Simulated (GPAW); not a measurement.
Crystal: GaN.

```
Ga N
1.0
     3.18000    0.00000    0.00000
    -1.59000    2.75396    0.00000
     0.00000    0.00000    5.16600
Ga N
2 2
Cartesian
  1.5900 0.9180 2.5830
  0.0000 1.8360 0.0000
  1.5900 0.9180 4.5203
  0.0000 1.8360 1.9373
```

| Quantity | Value |
| --- | --- |
| Program | GPAW 26.7.0 |
| Task | relaxation of cell and atoms |
| Functional | PBE |
| Dispersion | D3(BJ) |
| Potentials or basis | GPAW PAW data sets (gpaw-data 1.2.1) |
| Cutoff | 800 eV |
| Basis | pw |
| k mesh | 10 × 10 × 5 |
| Occupations | fermi-dirac, width 0.05 eV |
| Spin | no spin polarisation |

At the start: pressure 11.5 GPa; volume 11.31 Å³/atom.

Problem. Where does the relaxation end?

Solution. Over 21 steps the energy falls by 23.6 meV/atom and the volume is 11.92 Å³/atom (+5.4 %); space group P6_3mc (No. 186, to 0.05 Å).

Step by step:
| step | energy change (eV) | largest force (eV/Å) | pressure (GPa) | volume (Å³) |
| --- | --- | --- | --- | --- |
| 1 | 0.0000 | 0.1806 | 11.50 | 45.24 |
| 2 | -0.0209 | 0.1118 | 10.02 | 45.52 |
| 3 | -0.0519 | 0.0105 | 7.35 | 46.04 |
| 4 | -0.0794 | 0.0750 | 3.97 | 46.76 |
| 5 | -0.0932 | 0.1036 | 0.40 | 47.59 |
| 6 | -0.0909 | 0.0453 | -2.69 | 48.37 |
| 7 | -0.0911 | 0.0422 | -2.63 | 48.35 |
| 8 | -0.0916 | 0.0362 | -2.49 | 48.32 |
| 9 | -0.0922 | 0.0277 | -2.29 | 48.26 |
| 10 | -0.0929 | 0.0174 | -2.03 | 48.20 |
| 11 | -0.0937 | 0.0061 | -1.71 | 48.11 |
| 12 | -0.0943 | 0.0054 | -1.35 | 48.02 |
| 13 | -0.0946 | 0.0145 | -0.94 | 47.92 |
| 14 | -0.0947 | 0.0205 | -0.46 | 47.79 |
| 15 | -0.0944 | 0.0188 | 0.08 | 47.66 |
| 16 | -0.0944 | 0.0183 | 0.08 | 47.66 |
| 17 | -0.0944 | 0.0173 | 0.08 | 47.66 |
| 18 | -0.0944 | 0.0158 | 0.08 | 47.66 |
| 19 | -0.0944 | 0.0138 | 0.07 | 47.66 |
| 20 | -0.0944 | 0.0115 | 0.07 | 47.66 |
| 21 | -0.0944 | 0.0089 | 0.07 | 47.66 |

Final structure:
```
Ga N
1.0
     3.23446    0.00000    0.00000
    -1.61723    2.80113    0.00000
     0.00000    0.00000    5.26083
Ga N
2 2
Direct
  0.66667 0.33333 0.49907
  0.33333 0.66667 0.99907
  0.66667 0.33333 0.87590
  0.33333 0.66667 0.37590
```

Caveat: the data sets keep Ga 3d, Li 1s and Be 1s frozen, and some such compounds lay over 1.5 % in volume off other programs; later steps reuse the first step's grids.
